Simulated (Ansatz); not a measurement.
Method: DFT PBE, scalar-relativistic, plane waves, PAW in Ansatz 0.2.0. All cells share a 420 eV cutoff and Γ-centred k meshes spaced at most about 0.3 Å⁻¹ (about 0.25 or finer for metals, 2π included). No spin polarisation.

Temperature and zero-point effects are left out.

Question: Order these relaxed structures of Hf₅H₂ by energy, lowest first, with the energy over the lowest of them.
1.

```
Hf H
1.0
     3.21205    0.00000    0.00000
    -1.60602    2.78172    0.00000
     0.00000    0.00000   26.60514
Hf H
10 4
Direct
  0.33333 0.66667 0.04667
  0.66667 0.33333 0.15429
  0.33333 0.66667 0.45333
  0.66667 0.33333 0.34571
  0.33333 0.66667 0.25000
  0.66667 0.33333 0.95333
  0.33333 0.66667 0.84571
  0.66667 0.33333 0.54667
  0.33333 0.66667 0.65429
  0.66667 0.33333 0.75000
  0.33333 0.66667 0.12304
  0.33333 0.66667 0.37696
  0.66667 0.33333 0.87696
  0.66667 0.33333 0.62304
```

2.

```
Hf H
1.0
    -3.64154    3.64154    2.24485
     3.64154   -3.64154    2.24485
     3.64154    3.64154   -2.24485
Hf H
5 2
Direct
  0.60544 0.20909 0.81453
  0.20909 0.39456 0.60365
  0.79091 0.60544 0.39635
  0.39456 0.79091 0.18547
  0.00000 0.00000 0.00000
  0.25000 0.75000 0.50000
  0.75000 0.25000 0.50000
```

3.

```
Hf H
1.0
     3.20470    0.00000    0.00000
    -1.60235    2.77535    0.00000
     0.00000    0.00000   13.25154
Hf H
5 2
Direct
  0.66667 0.33333 0.38726
  0.33333 0.66667 0.61274
  0.00000 0.00000 0.00000
  0.66667 0.33333 0.80657
  0.33333 0.66667 0.19343
  0.66667 0.33333 0.54472
  0.33333 0.66667 0.45528
```

4.

```
Hf H
1.0
     3.21239    0.00000    0.00000
    -1.60620    2.78201    0.00000
     0.00000    0.00000   25.86997
Hf H
10 4
Direct
  0.33333 0.66667 0.04842
  0.66667 0.33333 0.15191
  0.33333 0.66667 0.45158
  0.66667 0.33333 0.34809
  0.33333 0.66667 0.25000
  0.66667 0.33333 0.95158
  0.33333 0.66667 0.84809
  0.66667 0.33333 0.54842
  0.33333 0.66667 0.65191
  0.66667 0.33333 0.75000
  0.00000 0.00000 0.10127
  0.00000 0.00000 0.39873
  0.00000 0.00000 0.89873
  0.00000 0.00000 0.60127
```

Answer: 3 (0 meV/atom), 2 (11 meV/atom), 1 (22 meV/atom), 4 (72 meV/atom). Forms: cell 3 P-3m1; cell 2 I4/m; cell 1 P6_3/mmc; cell 4 P6_3/mmc. Counting Hf atoms around H (those within 1.25 times the shortest such distance or 1.15 times the sum of covalent radii): cell 3 has H 4; cell 2 has H 4; cell 1 has H 4; cell 4 has H 6. All come from invented guesses. The lowest form computed isn't among them: it has space group P-3m1 (No. 164), 17.0 Å³/atom and lies 20 meV/atom below the best shown.

For metals, differences of a few meV/atom aren't resolved. Spin–orbit coupling, which can matter for Hf, is left out. With hydrogen, zero-point motion can shift such differences by 10 meV/atom or more. Cells relaxed within their symmetry can be saddle points. Some structure types and database cells were kept out of the candidates from the start, so a known form may be missing.
